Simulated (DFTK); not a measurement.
TiB2 under changes of volume

One of the cells (8.552 Å³/atom); the others are scaled copies at fixed shape and fractional positions:

```xyz
3
Lattice="3.0292 0.0000 0.0000 -1.5146 2.6234 0.0000 0.0000 0.0000 3.2284" Properties=species:S:1:pos:R:3 pbc="T T T"
Ti    0.0000    0.0000    0.0000
B     1.5146    0.8745    1.6142
B     0.0000    1.7489    1.6142
```

- Program: DFTK 0.8.2
- Functional: PBEsol
- Potentials or basis: dojo.nc.sr.pbesol.v0_4_1.standard.upf (PBEsol)
- Cutoff: 1143 eV
- k mesh: 10 × 10 × 8
- Occupations: fermi-dirac, width 0.05 eV
- Spin: no spin polarisation

| volume (Å³/atom) | energy over the lowest point (meV/atom) | pressure (GPa) |
| --- | --- | --- |
| 8.039 | 13.69 | 12.7 |
| 8.210 | 3.61 | 6.3 |
| 8.381 | 0.00 | 0.5 |
| 8.552 | 2.25 | -4.7 |
| 8.723 | 9.80 | -9.4 |
| 8.894 | 22.17 | -13.7 |
| 9.065 | ? | ? |

Task: What does the run at 9.065 Å³/atom give?

Result: Energy over the lowest point 38.91 meV/atom; pressure -17.6 GPa.

Worked out: A Birch-Murnaghan fit of order 3 (a polynomial in V^(-2/3)) to the other rows has its minimum at 8.40 Å³/atom with B0 = V·E''(V) = 267 GPa and B' = 3.8 at fixed shape and positions, which overstates the stiffness. It gives 38.90 meV/atom at 9.065 Å³/atom, against the run's 38.91, and -dE/dV = -17.6 GPa, against -17.6.

Energies are extrapolated to zero smearing.
